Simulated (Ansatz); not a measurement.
Crystal: CuO.

```
CELL_PARAMETERS angstrom
3.17953 0.00000 0.00000
-1.58977 2.75356 0.00000
0.00000 0.00000 4.43149
ATOMIC_POSITIONS crystal
Cu 0.00000 0.00000 0.00000
Cu 0.00000 0.00000 0.50000
O 0.33333 0.66667 0.25000
O 0.66667 0.33333 0.75000
```

Measurements of this composition are mostly on another form, of space group No. 15.

Base run:

```yaml
Program: Ansatz 0.2.0
Functional: LDA
Potentials_or_basis: Ansatz PAW
Cutoff: 420 eV
Density_cutoff: 1680 eV
k_mesh: 10 × 10 × 6
Occupations: fermi-dirac, width 0.05 eV
Spin: no spin polarisation
Hubbard_terms: Cu d U = 3 eV
```

Its results: band gap on the k mesh none (metal or under the smearing width); pressure -8.5 GPa.

Problem. The run is repeated on the same cell with these changes: hubbard terms from Cu d U = 3 eV to Cu d U = 1 eV. What comes out?

Solution. Band gap on the k mesh none (metal or under the smearing width); pressure -9.5 GPa.

Caveats: the run has no spin polarisation, though such a crystal can be magnetic; U without spin polarisation on a metal has little footing; the PAW data sets come from PBE, with cores solved anew for the run's functional, which leaves a small shift of forces and pressure.

Not every run made on this cell is shown here.
